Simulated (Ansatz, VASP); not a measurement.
ZnSe in VASP and in Ansatz

Contents of INCAR:

```
  PREC = Accurate
  ENCUT = 520
  EDIFF = 1E-8
  ISMEAR = -1
  SIGMA = 0.03
  LREAL = False
  LASPH = True
  NELM = 100
  ALGO = Normal
  ISIF = 2
  LWAVE = False
  LCHARG = False
  GGA = CA
  LEFG = True
  NBANDS = 16
```

Contents of KPOINTS:

```
regular mesh
0
Gamma
  8 8 8
```

The input POSCAR:

```
ZnSe
1.0
    0.0000000000      2.8338000000      2.8621380000
    2.8338000000      0.0000000000      2.8621380000
    2.8338000000      2.8338000000      0.0000000000
Zn Se
1 1
Direct
    0.0000000000      0.0000000000      0.0000000000
    0.7500000000      0.7500000000      0.7500000000
```

Input for Ansatz:

```yaml
crystal:
  lattice:
    - [0.0, 2.8338, 2.862138]
    - [2.8338, 0.0, 2.862138]
    - [2.8338, 2.8338, 0.0]
  atoms:
    - { symbol: Zn, position: [0.0, 0.0, 0.0] }
    - { symbol: Se, position: [0.75, 0.75, 0.75] }
kpoints:
  mp_grid: { grid: [8, 8, 8] }
scf:
  occupations: { method: fermi_dirac, width: 0.03 }
hamiltonian:
  xc: lda
  pseudopotentials: { kind: all_electron, datasets: crystal }
output:
  forces: true
  stress: true
  eigenvalues: true
  efg: { contact_densities: true }
```

Change from the starting cell: zz strain of +1 %, crystal datasets.

Alike in both runs: task electric field gradients; functional LDA; k mesh 8 × 8 × 8; occupations fermi-dirac, width 0.03 eV; no spin polarisation.

|  | VASP | Ansatz |
| --- | --- | --- |
| version | VASP 6.6.1 | Ansatz 0.2.0 |
| potentials or method | VASP PAW LDA potentials, release 64 (Zn, Se) | all-electron PAW with datasets made for the crystal, scalar-relativistic |
| plane-wave cutoff (eV) | 520 | see its input |

Ansatz gave:

| Item | Value |
| --- | --- |
| pressure (GPa) | -3.9 |
| largest component of the traceless stress (GPa) | 0.27 |
| Vzz of the field gradient on the site that differs most (V/Å²) | 4.4 |

Question: Estimate VASP's values.

Answer: Pressure (GPa): -3.6; largest component of the traceless stress (GPa): 0.27; Vzz of the field gradient on the site that differs most (V/Å²): 4.2.

Ansatz ran all-electron here, so the differences hold the error of VASP's frozen core and of both bases.
